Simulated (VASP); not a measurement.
The system is SnSe2.

```
CELL_PARAMETERS angstrom
3.81100 0.00000 0.00000
-1.90550 3.30042 0.00000
0.00000 0.00000 6.13600
ATOMIC_POSITIONS crystal
Sn 0.00000 0.00000 0.00000
Se 0.66667 0.33333 0.75100
Se 0.33333 0.66667 0.24900
```

Base run:

| Property | Result |
| --- | --- |
| Program | VASP 6.6.1 |
| Functional | PBEsol |
| Potentials or basis | VASP PAW PBE potentials, release 64 (Sn_d, Se) |
| Cutoff | 520 eV |
| k mesh | 8 × 8 × 6 |
| Occupations | gaussian, width 0.02 eV |
| Spin | no spin polarisation |

Its results: band gap on the k mesh 0.68 eV, indirect (least direct gap 1.00 eV).

The run is repeated on the same cell with these changes: functional from PBEsol to PBE. What comes out?

Band gap on the k mesh 0.76 eV, indirect (least direct gap 1.09 eV).

Caveats: spin-orbit coupling is left out, which moves the levels of the heavy elements.

A k mesh can miss the band edges.

Not every run made on this cell is shown here.
